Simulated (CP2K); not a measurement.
Crystal: TePt.

```
Pt Te
1.0
     3.55919    0.00000    0.00000
     0.00000    3.55919    0.00000
     0.00000    0.00000    3.55919
Pt Te
1 1
Cartesian
  0.0000 0.0000 0.0000
  1.7796 1.7796 1.7796
```

Measurements of this composition are mostly on another form, of space group No. 166.

Base run:

```yaml
Program: CP2K 2026.2
Functional: SCAN
Potentials_or_basis: POTENTIAL_UZH Pt GTH-PBE-q18, Te GTH-PBE-q6; TZVP-MOLOPT-PBE-GTH basis
Density_cutoff: 9184 eV
k_mesh: 8 × 8 × 8
Occupations: fermi-dirac, width 0.05 eV
Spin: no spin polarisation
```

Its results: band gap on the k mesh none (metal or under the smearing width); pressure -11.3 GPa.

Question: The run is repeated on the same cell with these changes: functional from SCAN to LDA. What comes out?

Answer: Band gap on the k mesh none (metal or under the smearing width); pressure -14.0 GPa.

Caveats: the potentials were made for another functional, which shifts forces and pressure; the basis of atomic orbitals isn't converged, which shifts pressures, moduli and gaps.

Not every run made on this cell is shown here.
